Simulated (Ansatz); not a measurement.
# ZrC (antiNiAs): response to moved atoms and strain

How does ZrC (antiNiAs) push back when it is distorted? Each run changes the relaxed cell in one way. The start comes from a prototype table, not from a measured structure.

Program: Ansatz 0.2.0. Level of theory: DFT PBEsol, scalar-relativistic, plane waves, PAW. These are calculated values, not measurements.

## Step 1: The starting structure

Symmetry: P6_3/mmc, No. 194, hexagonal system. The conventional cell has a = 3.350 Å, b = 3.350 Å, c = 5.227 Å, α = 90.00°, β = 90.00°, γ = 120.00°. Zr (site symmetry -6m2) has 6 C at 2.33 Å as nearest neighbours. C (site symmetry -3m) has 6 Zr at 2.33 Å as nearest neighbours.

As a file:

```cif
data_structure
_symmetry_space_group_name_H-M 'P 1'
_symmetry_Int_Tables_number 1
_cell_length_a 3.3502
_cell_length_b 3.3502
_cell_length_c 5.2273
_cell_angle_alpha 90.000
_cell_angle_beta 90.000
_cell_angle_gamma 120.000
_cell_volume 50.81
loop_
_atom_site_label
_atom_site_type_symbol
_atom_site_fract_x
_atom_site_fract_y
_atom_site_fract_z
_atom_site_occupancy
Zr1 Zr 0.33333 0.66667 0.25000 1
Zr2 Zr 0.66667 0.33333 0.75000 1
C1 C 0.00000 0.00000 0.00000 1
C2 C 0.00000 0.00000 0.50000 1
```

This cell comes from an earlier session at PBEsol: 12.703 Å³/atom at 0.01 GPa, on a 10×10×6 mesh.

The changes: atom 4 (C) moved 0.02 Å along x; strain e1 = -0.02, atoms carried along.

## Step 2: Atom 4 (C) moved 0.02 Å along x

The input, input.yaml:

```yaml
crystal:
  lattice:
    - [3.3502438969, 0.0, 0.0]
    - [-1.6751219484, 2.9013963236, 0.0]
    - [0.0, 0.0, 5.2272646142]
  atoms:
    - { symbol: Zr, position: [0.3333333333, 0.6666666667, 0.25] }
    - { symbol: Zr, position: [0.6666666667, 0.3333333333, 0.75] }
    - { symbol: C, position: [0.0, 0.0, 0.0] }
    - { symbol: C, position: [0.0059697146, 0.0, 0.5] }
basis:
  ecutwfc: 420
  ecutrho_ratio: 4
kpoints:
  mp_grid: { grid: [10, 10, 6] }
hamiltonian:
  xc: pbesol
scf:
  occupations: { method: gaussian, width: 0.05 }
output:
  forces: true
  stress: true
  eigenvalues: true
```

Output, shortened:

```text
Warning: RAYON_NUM_THREADS=4 ignored (pool sized by the plan → 4); use --threads N
[...]
Pseudopotentials: kind: paw
Pseudopotential: Zr, paw, valence charge 12, recommended cutoff 420 eV (normal), Zr.paw.azcp
Pseudopotential: C, paw, valence charge 4, recommended cutoff 420 eV (normal), C.paw.azcp
Functional definition: PBEsol
[...]
Crystal: 4 atoms, lattice volume = 50.811 Å³
Basis set: ecut = 420 eV, 977 PW (Γ), exchange–correlation on 48×48×72 points (8 copies of the dense FFT grid, shifted against one another)
Bands: 20, of which v1, the nominal top of the filled ones, is band 16 counted from 1 (15 counted from 0)
Symmetry: 2 space group operations
Space group: C2 (ITA 5), of the structure as read, at distance tolerance 3.7e-5 Å
k-points: 172 of 600 (time reversal used)
[...]
SCF iter   1: F=—  HF=-8753.726426 eV  |F-HF|=—  |Δ(HF+E_count)|=         —  Δρ=1.48e-2  dr2=1.40e-1  ethr=1.77e-3  ⟨swp⟩=4.7  Hψ=14118  notcnv=0
[...]
SCF iter   6: F=-8753.694256 eV  HF=-8753.694256 eV  |F-HF|=2.95e-8  |Δ(HF+E_count)|=   2.78e-7  Δρ=1.10e-5  dr2=5.88e-8  ethr=3.13e-10  ⟨swp⟩=3.2  Hψ=14114  notcnv=0
[...]
SCF converged after 6 iterations
Free energy (F): -8753.694256 eV
[...]
E sigma→0 (E₀):  -8753.693624 eV
Entropy (-TS):   -0.001264 eV (-0.316 meV/atom)
Fermi energy:    15.497316 eV
[...]
--- Forces (eV/Å), atoms counted from 1 ---
  atom   1  Zr     0.15482956    -0.00199617    -0.00304739
  atom   2  Zr     0.15482956     0.00199617     0.00304739
  atom   3  C     -0.07178344     0.00000000     0.00000000
  atom   4  C     -0.23788118     0.00000000     0.00000000
[...]
--- Stress (GPa, compression-positive) ---
        0.000448       0.000000       0.000000
        0.000000       0.001348       0.017231
        0.000000       0.017231       0.071838
  P = ⅓ Tr σ = 0.0245 GPa (0.245 kbar)
--- Band table (eV; the first three rows and the last of 172) ---
  k-point 0: bands = ["-32.6887", "-32.5536", "-11.3702", "-10.5602", "-10.5602", "-10.4504", "-10.4504", "-10.3567", "3.5016", "7.4188", "9.3367", "12.5031", "12.5036", "14.2693", "14.2695", "16.3453", "16.6640", "16.6690", "17.0947", "17.0957"]
[...]
```

It took 5.8 s on 4 threads of an Arm CPU, shared host; peak memory 0.48 GiB.

Result: volume 12.703 Å³/atom, pressure 0.02 GPa, metallic.

Forces on the atoms, as numbers:

```
atom  x (eV/Å)  y (eV/Å)  z (eV/Å)
 Zr1     0.155    -0.002    -0.003
 Zr2     0.155     0.002     0.003
  C3    -0.072     0.000     0.000
  C4    -0.238     0.000     0.000
```

## Step 3: Strain e1 = -0.02, atoms carried along

input.yaml: that of step 2 with these lines changed.

```diff
@@ -2,4 +2,4 @@
   lattice:
-    - [3.3502438969, 0.0, 0.0]
-    - [-1.6751219484, 2.9013963236, 0.0]
+    - [3.283239019, 0.0, 0.0]
+    - [-1.6416195095, 2.9013963236, 0.0]
     - [0.0, 0.0, 5.2272646142]
@@ -9,3 +9,3 @@
     - { symbol: C, position: [0.0, 0.0, 0.0] }
-    - { symbol: C, position: [0.0059697146, 0.0, 0.5] }
+    - { symbol: C, position: [0.0, 0.0, 0.5] }
 basis:
```

Output, shortened:

```text
Warning: RAYON_NUM_THREADS=4 ignored (pool sized by the plan → 4); use --threads N
[...]
Pseudopotentials: kind: paw
Pseudopotential: Zr, paw, valence charge 12, recommended cutoff 420 eV (normal), Zr.paw.azcp
Pseudopotential: C, paw, valence charge 4, recommended cutoff 420 eV (normal), C.paw.azcp
Functional definition: PBEsol
[...]
Crystal: 4 atoms, lattice volume = 49.795 Å³
Basis set: ecut = 420 eV, 973 PW (Γ), exchange–correlation on 48×48×72 points (8 copies of the dense FFT grid, shifted against one another)
Bands: 20, of which v1, the nominal top of the filled ones, is band 16 counted from 1 (15 counted from 0)
Symmetry: 8 space group operations
Space group: Cmcm (ITA 63), of the structure as read, at distance tolerance 3.7e-5 Å
k-points: 124 of 600
[...]
SCF iter   1: F=—  HF=-8753.702665 eV  |F-HF|=—  |Δ(HF+E_count)|=         —  Δρ=1.53e-2  dr2=1.43e-1  ethr=1.77e-3  ⟨swp⟩=4.8  Hψ=10365  notcnv=0
[...]
SCF converged after 6 iterations
Free energy (F): -8753.669613 eV
[...]
E sigma→0 (E₀):  -8753.668999 eV
Entropy (-TS):   -0.001228 eV (-0.307 meV/atom)
Fermi energy:    15.807792 eV
[...]
--- Forces (eV/Å), atoms counted from 1 ---
  atom   1  Zr     0.00000000    -0.02207339     0.00000000
  atom   2  Zr    -0.00000000     0.02207339     0.00000000
  atom   3  C     -0.00000000    -0.00000000    -0.00000000
  atom   4  C     -0.00000000     0.00000000     0.00000000
[...]
--- Stress (GPa, compression-positive) ---
        8.684073       0.000000       0.000000
        0.000000       2.520835      -0.000000
        0.000000      -0.000000       3.895459
  P = ⅓ Tr σ = 5.0335 GPa (50.335 kbar)
--- Band table (eV; the first three rows and the last of 124) ---
  k-point 0: bands = ["-32.2713", "-32.1287", "-11.0001", "-10.1373", "-10.1143", "-10.0269", "-10.0048", "-9.9286", "3.7962", "7.7763", "9.6088", "12.7485", "12.9545", "14.5844", "14.6492", "16.6412", "16.8910", "17.1705", "17.4803", "17.5767"]
[...]
```

Wall time 2.6 s (4 threads of an Arm CPU, shared host); peak memory 0.41 GiB.

This gives: volume 12.449 Å³/atom, pressure 5.03 GPa, no gap.

Forces on the atoms, as numbers:

```
atom  x (eV/Å)  y (eV/Å)  z (eV/Å)
 Zr1     0.000    -0.022     0.000
 Zr2     0.000     0.022     0.000
```

## Step 4: The distortions side by side

| change | change of free energy (meV/atom) | largest force (eV/Å) | largest change of stress (GPa) |
| --- | --- | --- | --- |
| atom 4 (C) moved 0.02 Å along x | 0.59 | 0.238 | 0.05 |
| strain e1 = -0.02, atoms carried along | 6.75 | 0.022 | 8.69 |

Moving atom 4 by 0.02 Å meets a restoring force of 0.238 eV/Å along the move, a force constant of about 11.9 eV/Å². The strain e1 = -0.02 changes that stress component by +8.69 GPa (compression positive), a ratio of 434 GPa; that is a secant over a finite strain with the atoms carried along, not the elastic constant. No change lowers the energy by more than 0.5 meV/atom; other distortions weren't tried.
